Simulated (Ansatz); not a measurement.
CsI:
```
CsI
1.0
    4.40138     0.00000     0.00000
    0.00000     4.40138     0.00000
    0.00000     0.00000     4.40138
Cs I
1 1
Cartesian
  0.00000   0.00000   0.00000
  2.20069   2.20069   2.20069
```

Relaxed with LDA. Special points in fractions of this cell's reciprocal vectors: Γ (0.000, 0.000, 0.000); X (0.000, 0.500, 0.000); M (0.500, 0.500, 0.000); R (0.500, 0.500, 0.500).

### Question
List the band energies nearest the valence-band maximum at these points for LDA (plane waves, PAW; program Ansatz).

### Answer
In eV from the valence-band maximum; about four levels below and three above (degenerate sets whole), none deeper than 8.9 eV; points with the same levels are listed once.

| k | below | above |
|---|---|---|
| Γ | -6.90 -6.90 -6.90 -0.06 -0.06 -0.06 | 3.80 3.80 3.94 |
| X | -6.79 -6.79 -1.90 -0.31 -0.31 | 4.94 6.50 6.76 |
| M | -6.73 -0.93 -0.93 0.00 | 3.99 4.80 6.02 6.02 |
| R | -7.25 -7.25 -7.25 -1.64 -1.64 -1.64 | 7.38 7.38 7.38 |

Space group Pm-3m (CsCl type). Symmetry was held in the LDA relaxation. Scalar-relativistic: spin–orbit coupling is off unless named, which matters more the heavier the elements.

Potentials: the later of the program's two PAW sets.
